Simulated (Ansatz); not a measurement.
ZrC:

```
CELL_PARAMETERS angstrom
0.00000 2.36500 2.36500
2.36500 0.00000 2.36500
2.36500 2.36500 0.00000
ATOMIC_POSITIONS crystal
Zr 0.50000 0.50000 0.50000
C 0.00000 0.00000 0.00000
```

Base run:

| Quantity | Value |
| --- | --- |
| Program | Ansatz 0.2.0 |
| Functional | LDA |
| Potentials or basis | Ansatz PAW |
| Cutoff | 420 eV |
| Density cutoff | 1680 eV |
| k mesh | 10 × 10 × 10 |
| Occupations | fermi-dirac, width 0.05 eV |
| Spin | spin-orbit coupling, no magnetisation |

Its results: band gap on the k mesh none (metal or under the smearing width); pressure -12.5 GPa.

Task: After a change of settings the same cell gave: band gap on the k mesh none (metal or under the smearing width); pressure -8.5 GPa. Which change was it?
A. functional from LDA to PBEsol
B. functional from LDA to PBE; cutoff from 420 eV to 800 eV; density cutoff from 1680 eV to 3200 eV; spin from spin-orbit coupling, no magnetisation to no spin polarisation; potential files from those of the base run to others of the same set
C. functional from LDA to revPBE; spin from spin-orbit coupling, no magnetisation to no spin polarisation; potential files from those of the base run to others of the same set
D. occupations from fermi-dirac, width 0.05 eV to cold, width 0.15 eV; spin from spin-orbit coupling, no magnetisation to no spin polarisation; potential files from those of the base run to others of the same set

Result: A.

PBEsol binds less tightly than LDA, so the same cell stands under more pressure.

Caveats: the PAW data sets come from PBE, with cores solved anew for the run's functional, which leaves a small shift of forces and pressure.

Not every run made on this cell is shown here.
